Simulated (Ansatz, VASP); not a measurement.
**Two plane-wave programs on Cu**

```
CELL_PARAMETERS angstrom
0.00000 1.81947 1.81947
1.81947 0.00000 1.81947
1.81947 1.81947 0.00000
ATOMIC_POSITIONS crystal
Cu 0.00000 0.00000 0.00000
```

Change from the starting cell: volume scaled by 1.02.

Alike in both runs: task single point; functional r2SCAN; k mesh 13 × 13 × 13; occupations fermi-dirac, width 0.05 eV; no spin polarisation.

|  | VASP | Ansatz |
| --- | --- | --- |
| version | VASP 6.6.1 | Ansatz 0.2.0 |
| potentials or method | VASP PAW PBE potentials, release 64 (Cu) | Ansatz PAW |
| plane-wave cutoff (eV) | 520 | 500 |
| valence electrons in the cell | 11 | 19 |

Ansatz gave:

- gap on the k mesh at the Fermi level (eV): none
- pressure (GPa): -7.5

Question: Estimate VASP's values.

Answer: gap on the k mesh at the Fermi level (eV): none; pressure (GPa): -7.0.

A gap of «none» marks a metal or a gap that the smearing closes. The two sets of potentials don't hold the same shells in valence.

Caveats: the PAW data sets were made with another functional, which shifts forces and pressure a little (VASP); the PAW data sets come from PBE, with cores solved anew for the run's functional, which leaves a small shift of forces and pressure (Ansatz).
